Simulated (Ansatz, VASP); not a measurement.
**SnTe: VASP beside Ansatz**

The input INCAR:

```
SYSTEM = SnTe
PREC = Accurate ; ENCUT = 520
EDIFF = 1E-7 ; ISMEAR = 0
SIGMA = 0.05 ; LREAL = .FALSE.
LASPH = .TRUE. ; NELM = 80
ALGO = Normal ; ISIF = 2
LWAVE = .FALSE. ; LCHARG = .TRUE.
GGA = PS ; LELF = .TRUE.
LVHAR = .TRUE. ; NBANDS = 17
```

File KPOINTS:

```
regular mesh
0
G
  8 8 8
  0 0 0
```

The input POSCAR:

```
SnTe
1.0
    0.0000000000      3.1649115960      3.1649115960
    3.1649115960      0.0000000000      3.1649115960
    3.1649115960      3.1649115960      0.0000000000
Sn Te
1 1
Direct
    0.5000000000      0.5000000000      0.5000000000
    0.0000000000      0.0000000000      0.0000000000
```

Input for Ansatz:

```yaml
crystal:
  lattice:
    - [0.0, 3.164911596, 3.164911596]
    - [3.164911596, 0.0, 3.164911596]
    - [3.164911596, 3.164911596, 0.0]
  atoms:
    - { symbol: Sn, position: [0.5, 0.5, 0.5] }
    - { symbol: Te, position: [0.0, 0.0, 0.0] }
basis:
  ecutwfc: 420
  ecutrho_ratio: 4
kpoints:
  mp_grid: { grid: [8, 8, 8] }
hamiltonian:
  xc: pbesol
scf:
  occupations: { method: gaussian, width: 0.05 }
output:
  forces: true
  stress: true
  eigenvalues: true
```

Alike in both runs: task single point; functional PBEsol; k mesh 8 × 8 × 8; occupations gaussian, width 0.05 eV; no spin polarisation.

|  | VASP | Ansatz |
| --- | --- | --- |
| version | VASP 6.6.1 | Ansatz 0.2.0 |
| potentials or method | VASP PAW PBE potentials, release 64 (Sn_d, Te) | scalar-relativistic, plane waves, PAW |
| plane-wave cutoff (eV) | 520 | 420 |
| valence electrons in the cell | 20 | 30 |

```csv
,VASP,Ansatz,Ansatz less VASP
gap on the k mesh at the Fermi level (eV),0.10,0.10,-0.001
least direct gap on the mesh (eV),0.10,0.10,-0.001
pressure (GPa),-0.9,-0.9,0.00
```

With one functional, cell and mesh, what is left measures potentials, basis and numerics. The two sets of potentials don't hold the same shells in valence.

Caveats: the PAW data sets were made with another functional, which shifts forces and pressure a little (VASP); spin-orbit coupling is left out, which moves the levels of the heavy elements.
